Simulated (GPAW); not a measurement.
Crystal: Zr.

```
Zr
1.0
     3.23200    0.00000    0.00000
    -1.61600    2.79899    0.00000
     0.00000    0.00000    5.14700
Zr
2
Direct
  0.66667 0.33333 0.75000
  0.33333 0.66667 0.25000
```

- Program: GPAW 26.7.0
- Task: single point
- Functional: PBEsol
- Potentials or basis: PAW data sets generated in the run's folder for this functional
- Cutoff: 600 eV
- Basis: pw
- k mesh: 9 × 9 × 5
- Occupations: fermi-dirac, width 0.05 eV
- Spin: no spin polarisation

On this cell: pressure -3.6 GPa; largest force under 0.003 eV/Å; band gap on the k mesh none (metal or under the smearing width).

The same run follows on a disturbed copy (atoms moved at random, drawn with an rms of 0.05 Å):

```xyz
2
Lattice="3.2320 0.0000 0.0000 -1.6160 2.7990 0.0000 0.0000 0.0000 5.1470" Properties=species:S:1:pos:R:3 pbc="T T T"
Zr    1.5928    0.9479    3.8560
Zr    0.0189    1.9105    1.2588
```

Task: What changes?

Result: The energy (extrapolated to zero smearing) moves by +1.0 meV/atom; pressure -3.6 GPa; largest force 0.096 eV/Å; band gap on the k mesh none (metal or under the smearing width).

Forces in eV/Å, atoms in the order of the input:
```
Zr   0.035  0.024 -0.086
Zr  -0.035 -0.024  0.086
```

Stress tensor (GPa, compression positive):
```
-4.02 -0.27 -0.01
-0.27 -3.63  0.00
-0.01  0.00 -3.03
```
